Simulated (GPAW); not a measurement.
A run of GPAW 26.7.0:

run.py

```python
from ase import Atoms
from ase.dft.bandgap import bandgap
from ase.io import write
from ase.units import GPa
from gpaw import GPAW, PW

atoms = Atoms(['Hf', 'O', 'O'],
              cell=[[0.0, 2.5575, 2.5575],
                    [2.5575, 0.0, 2.5575],
                    [2.5575, 2.5575, 0.0]],
              scaled_positions=[[0.0, 0.0, 0.0],
                                [0.75, 0.75, 0.75],
                                [0.25, 0.25, 0.25]],
              pbc=True)

calc = GPAW(mode=PW(600),
            xc='LDA',
            kpts={'size': (7, 7, 7), 'gamma': True},
            occupations={'name': 'fermi-dirac', 'width': 0.05},
            nbands=24,
            maxiter=120,
            txt='gpaw.txt')
atoms.calc = calc
energy = atoms.get_potential_energy()
forces = atoms.get_forces()
stress = atoms.get_stress()
calc.write('gs.gpw')
write('result.traj', atoms)
print(f'Energy: {energy:.6f} eV')
print('Forces (eV/A):')
print(forces.round(4))
print('Stress (GPa):', (stress / GPa).round(3))
print('Fermi level:', round(calc.get_fermi_level(), 4), 'eV')
print(f'Gap: {bandgap(calc)[0]:.4f} eV, direct: {bandgap(calc, direct=True)[0]:.4f} eV')
```

Potentials or basis: the program's PAW data sets (release 1.2.1) made for this functional, pw.

The run is started by

```bash
$ OMP_NUM_THREADS=1 python run.py
```

Hardware: 1 thread of Arm Neoverse V2, with other jobs on the host.

How long does it take, and how much memory?

Run time: 13 s on 1 thread of Arm Neoverse V2 (shared host), peak memory 0.15 GiB. Counts: scf iterations 9, plane waves 1139, bands 24, k points 20.
